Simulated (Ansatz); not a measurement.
System: NaI (rock salt type), 2 atoms in the cell.

```
Na I
1.0
     0.00000    3.26500    3.26500
     3.26500    0.00000    3.26500
     3.26500    3.26500    0.00000
Na I
1 1
Direct
  0.00000 0.00000 0.00000
  0.50000 0.50000 0.50000
```

Theory: HSE06, plane waves, PAW datasets (generated hard set) in Ansatz 0.2.0 development build.

Cutoff 700 eV; exchange singularity: regularized; k-mesh 6×6×6 Γ-centred; Fermi–Dirac smearing of 0.02 eV; no spin polarisation; no spin–orbit coupling.

(1) How large is the gap on this mesh, is it direct, and where do the band edges lie (fractions of the reciprocal vectors of this cell)?

(2) List the levels near the gap at (0.000, 0.000, 0.000), (0.000, 0.000, 0.167), (0.000, 0.167, 0.167), (0.000, 0.167, -0.500), in eV from the top of the valence band (v1 is the highest filled band, c1 the lowest empty one).

Answers

(1) 4.60 eV, direct at (0.000, 0.000, 0.000).

(2) 
```
                     k      v4     v3     v2     v1    c1    c2    c3
 (0.000, 0.000, 0.000)  -11.89   0.00   0.00   0.00  4.60  9.01  9.01
 (0.000, 0.000, 0.167)  -11.81  -0.72  -0.08  -0.08  5.40  8.49  9.21
 (0.000, 0.167, 0.167)  -11.79  -0.71  -0.22  -0.22  5.68  7.97  9.14
(0.000, 0.167, -0.500)  -11.54  -2.03  -0.68  -0.42  6.64  7.74  9.12
```

Spin–orbit coupling is left out; with heavy elements it can shift the gap and split levels by tenths of an eV. Potentials made with PBE were used with another functional.
